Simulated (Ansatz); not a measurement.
Crystal: Mg.

```
Mg
1.0
     3.20930    0.00000    0.00000
    -1.60465    2.77934    0.00000
     0.00000    0.00000    5.21030
Mg
2
Direct
  0.66667 0.33333 0.75000
  0.33333 0.66667 0.25000
```

| Property | Result |
| --- | --- |
| Program | Ansatz 0.2.0 |
| Task | relaxation of cell and atoms |
| Functional | PBEsol |
| Dispersion | D4 |
| Potentials or basis | Ansatz PAW |
| Cutoff | 420 eV (not typed: the program's choice for these potentials) |
| k mesh | 10 × 10 × 5 |
| Occupations | fermi-dirac, width 0.05 eV |
| Spin | no spin polarisation |

At the start: volume 23.24 Å³/atom.

Question: How do energy, volume and symmetry change on relaxing?

Answer: It ends after 7 steps; space group P6_3/mmc (No. 194, to 0.05 Å).

Step by step:
| step | energy change (eV) | largest force (eV/Å) | volume (Å³) |
| --- | --- | --- | --- |
| 1 | 0.0000 | 0.0000 | 46.47 |
| 2 | -0.0002 | 0.0000 | 46.55 |
| 3 | -0.0010 | 0.0000 | 46.54 |
| 4 | -0.0018 | 0.0000 | 46.54 |
| 5 | -0.0053 | 0.0000 | 46.47 |
| 6 | -0.0055 | 0.0000 | 46.46 |
| 7 | -0.0055 | 0.0000 | 46.46 |

Final structure:
```xyz
2
Lattice="3.1738 0.0000 0.0000 -1.5869 2.7486 0.0000 0.0000 0.0000 5.3257" Properties=species:S:1:pos:R:3 pbc="T T T"
Mg    1.5869    0.9162    3.9942
Mg    0.0000    1.8324    1.3314
```

Caveat: the plane-wave basis is chosen anew once the cell has moved, so the energies of steps on either side of that aren't comparable; pairwise dispersion overbinds metals, which lowers pressure and volume; the PAW data sets come from PBE, with cores solved anew for the run's functional, which leaves a small shift of forces and pressure.
